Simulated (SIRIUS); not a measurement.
NaI under changes of volume

One of the cells (33.899 Å³/atom); the others are scaled copies at fixed shape and fractional positions:

```
I Na
1.0
     0.00000    3.23640    3.23640
     3.23640    0.00000    3.23640
     3.23640    3.23640    0.00000
I Na
1 1
Direct
  0.50000 0.50000 0.50000
  0.00000 0.00000 0.00000
```

| Quantity | Value |
| --- | --- |
| Program | SIRIUS 7.12.0 |
| Functional | AM05 |
| Potentials or basis | all-electron FP-LAPW |
| Cutoff | 158 eV |
| Basis | apw+lo standard |
| k mesh | 7 × 7 × 7 |
| Occupations | fermi-dirac, width 0.05 eV |
| Spin | no spin polarisation |

```tsv
volume (Å³/atom)	energy over the lowest point (meV/atom)	gap on the mesh (eV)
31.865	9.37	3.82
32.543	4.62	3.77
33.221	1.86	3.72
33.899	0.33	3.67
34.577	0.00	3.62
35.255	1.04	3.58
35.933	?	?
```

Q: What does the run at 35.933 Å³/atom give?

A: Energy over the lowest point 2.94 meV/atom; gap on the mesh 3.54 eV.

Worked out: A Birch-Murnaghan fit of order 3 (a polynomial in V^(-2/3)) to the other rows has its minimum at 34.35 Å³/atom with B0 = V·E''(V) = 14.0 GPa and B' = 5.8. It gives 2.90 meV/atom at 35.933 Å³/atom, against the run's 2.94. A straight line through the other rows of the gap, of slope -2.4 eV per unit of ln V (its deformation potential), extrapolates to 3.53 eV, against the run's 3.54.

Energies are extrapolated to zero smearing.

Caveats: spin-orbit coupling is left out, which moves the levels of the heavy elements.
